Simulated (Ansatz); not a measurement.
# Sb (bcc type): the cost of one run

Program: Ansatz 0.2.0. Level of theory: DFT PBE, with the methods named in each step. These are calculated values, not measurements.

## 1. The system as given

It takes space group Im-3m (No. 229, cubic). The conventional cell has a = 3.793 Å, b = 3.793 Å, c = 3.793 Å, α = 90.00°, β = 90.00°, γ = 90.00°. Sb (site symmetry m-3m) is surrounded by 8 Sb at 3.28 Å.

As a file:

```
Sb
1.0
    -1.89628    1.89628    1.89628
     1.89628   -1.89628    1.89628
     1.89628    1.89628   -1.89628
Sb
1
Direct
  0.00000 0.00000 0.00000
```

Whether this phase is the stable one at these pressures isn't tested.

## 2. The reference volume, LAPW

input.yaml reads:

```yaml
crystal:
  lattice:
    - [-1.8962776387, 1.8962776387, 1.8962776387]
    - [1.8962776387, -1.8962776387, 1.8962776387]
    - [1.8962776387, 1.8962776387, -1.8962776387]
  atoms:
    - { symbol: Sb, position: [0.0, 0.0, 0.0] }
kpoints:
  mp_grid: { grid: [16, 16, 16] }
  band_path:
    path:
      - [0.0, 0.0, 0.0]
      - [0.5, -0.5, 0.5]
      - [0.0, 0.0, 0.5]
      - [0.0, 0.0, 0.0]
      - [0.25, 0.25, 0.25]
      - [0.5, -0.5, 0.5]
      - [0.25, 0.25, 0.25]
      - [0.0, 0.0, 0.5]
    npoints: 14
scf:
  occupations: { method: fermi_dirac, width: 0.1 }
hamiltonian:
  xc: pbe
  pseudopotentials: { kind: all_electron, lapw: { basis_error: 0.001 } }
output:
  forces: true
  stress: true
  eigenvalues: true
  populations: true
  dos: { projected: true, de: 0.2, e_range: [-14, 8] }
```

Run with:

```console
ansatz run input.yaml --threads 1 --pin off --max-ram 2048MiB --backend cpu --events-out ev --progress --plain --runs-dir out
```

**Question.** How long does this run take on 1 thread of Intel Xeon Platinum 8375C at 2.90GHz (Ice Lake), shared host, and how much memory does it need?

About 10 s, with a peak of 0.32 GiB.
